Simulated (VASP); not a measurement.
## CdSe (Cadmoselite): band structure with r2SCAN

**The experiment to reproduce.**

A printed reference work, data compilation reports, for a bulk crystal of CdSe at 2 K: band gap 1.841 eV.

The system is CdSe (Cadmoselite).

```xyz
4
Lattice="4.3000 0.0000 0.0000 -2.1500 3.7239 0.0000 0.0000 0.0000 7.0200" Properties=species:S:1:pos:R:3 pbc="T T T"
Cd    2.1500    1.2413    3.5100
Cd    0.0000    2.4826    0.0000
Se    2.1500    1.2413    6.2127
Se    0.0000    2.4826    2.7027
```

```yaml
Program: VASP 6.6.1
Task: band structure
Functional: r2SCAN
Potentials_or_basis: VASP PAW PBE potentials, release 64 (Cd, Se)
Cutoff: 520 eV
k_mesh: 8 × 8 × 4
Occupations: gaussian, width 0.02 eV
Spin: no spin polarisation
Ladder: free
Further_INCAR_settings: ALGO = Normal; EDIFF = 1e-06
```

| Quantity | Value |
| --- | --- |
| Pressure | 1.8 GPa |
| Largest force | 0.286 eV/Å |
| Band gap on the k mesh | 1.19 eV, direct |
| Band gap along the path | 1.19 eV, direct |

Forces in eV/Å, atoms in the order of the input:
```
Cd   0.000  0.000  0.286
Cd   0.000  0.000  0.286
Se   0.000  0.000 -0.286
Se   0.000  0.000 -0.286
```

Stress tensor (GPa, compression positive):
```
2.55 0.00 0.00
0.00 2.55 0.00
0.00 0.00 0.45
```

Levels at the corners of the path, in eV from the valence-band top:
```tsv
point	band 14	band 15	band 16	band 17	band 18	band 19	band 20	band 21	band 22
Γ	-0.73	-0.73	-0.01	0.00	0.00	1.19	2.59	6.39	6.39
M	-3.72	-2.60	-1.89	-1.25	-0.84	3.68	3.70	5.12	6.66
M	-3.72	-2.60	-1.89	-1.25	-0.84	3.68	3.70	5.12	6.66
K	-3.83	-3.13	-1.82	-1.82	-1.82	4.65	5.30	5.30	7.40
K	-3.83	-3.13	-1.82	-1.82	-1.82	4.65	5.30	5.30	7.40
Γ	-0.73	-0.73	-0.01	0.00	0.00	1.19	2.59	6.39	6.39
Γ	-0.73	-0.73	-0.01	0.00	0.00	1.19	2.59	6.39	6.39
A	-2.54	-0.38	-0.38	-0.38	-0.38	2.80	2.80	6.29	6.29
A	-2.54	-0.38	-0.38	-0.38	-0.38	2.80	2.80	6.29	6.29
L	-4.26	-1.40	-1.40	-1.31	-1.31	3.39	3.39	5.21	5.21
L	-4.26	-1.40	-1.40	-1.31	-1.31	3.39	3.39	5.21	5.21
H	-4.14	-2.54	-2.54	-1.08	-1.08	4.27	4.27	6.22	6.22
H	-4.14	-2.54	-2.54	-1.08	-1.08	4.27	4.27	6.22	6.22
A	-2.54	-0.38	-0.38	-0.38	-0.38	2.80	2.80	6.29	6.29
L	-4.26	-1.40	-1.40	-1.31	-1.31	3.39	3.39	5.21	5.21
M	-3.72	-2.60	-1.89	-1.25	-0.84	3.68	3.70	5.12	6.66
K	-3.83	-3.13	-1.82	-1.82	-1.82	4.65	5.30	5.30	7.40
H	-4.14	-2.54	-2.54	-1.08	-1.08	4.27	4.27	6.22	6.22
```

Wall time 7.9 min on 1 thread of Intel(R) Xeon(R) Platinum 8488C (Sapphire Rapids), on a shared host, peak memory 0.29 GiB.

Measured gap of CdSe: 1.841 eV (2 K; a printed reference work, data compilation). This calculation gives 1.19 eV (-0.65 eV). Spin-orbit coupling on Cd, Se is left out. The value is that of r2SCAN, without temperature or zero-point motion.

Caveat: the PAW data sets were made with another functional, which shifts forces and pressure a little.
